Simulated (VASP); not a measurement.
# CuI (F-43m) in VASP: a series of runs, part 2 of 2

VASP 6.6.1. Earlier steps stand in the parts before.

## (5) Summary

```tsv
task	spin	cell	k mesh	cutoff (eV)	smearing	gap on the mesh (eV)	pressure (GPa)
single point	off	F-43m, 28.07 Å³/atom	8 × 8 × 8	520	gaussian 0.02 eV	1.13	0.4
relaxation of cell and atoms	off	relaxed	8 × 8 × 8	600	gaussian 0.02 eV	1.12	0.1
single point	collinear, typed start	F-43m, 27.86 Å³/atom	6 × 6 × 6	520	gaussian 0.1 eV	1.14	0.4
```

Alike in all rows: level PBE; potentials or basis VASP PAW PBE potentials, release 64 (Cu, I).

Caveats: spin-orbit coupling is left out, which moves the levels of the heavy elements.

Absolute energies hang on the potentials; compare differences alone.
